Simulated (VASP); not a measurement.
Crystal: MnO.

```
Mn O
1.0
     2.96949    0.00000    0.00000
    -1.48474    2.57165    0.00000
     0.00000    0.00000    2.89807
Mn O
1 1
Direct
  0.00000 0.00000 0.00000
  0.66667 0.33333 0.50000
```

Measurements of this composition are mostly on another form, of space group No. 225.

Base run:

```yaml
Program: VASP 6.6.1
Functional: PBE
Potentials_or_basis: VASP PAW PBE potentials, release 64 (Mn_pv, O)
Cutoff: 520 eV
k_mesh: 7 × 7 × 7
Occupations: gaussian, width 0.05 eV
Spin: non-collinear spin, random start
Starting_moments: "[[0.36, 1.799, -2.076], [0.0, 0.0, 0.0]] μB"
Hubbard_terms: Mn d U = 2 eV
```

Its results: band gap on the k mesh none (metal or under the smearing width); pressure 5.0 GPa.

**Question.** The run is repeated on the same cell with these changes: spin from non-collinear spin, random start to no spin polarisation; further incar settings from ALGO = Normal; EDIFF = 1e-06; NBANDS = 31 to ALGO = Fast; EDIFF = 1e-06; NBANDS = 16. What comes out?

**Answer.** Band gap on the k mesh none (metal or under the smearing width); pressure -30.8 GPa.

Caveats: a cell with one magnetic atom can't hold antiferromagnetic order, which such compounds often take (some runs); a pressure of tens of GPa on the cell as given is suspect, and the run, the potentials or the cell itself is likely at fault (some runs); an odd number of electrons without spin polarisation forces a metal (some runs); a magnetic or distorted state may lie lower (some runs); U without spin polarisation on a metal has little footing (some runs).
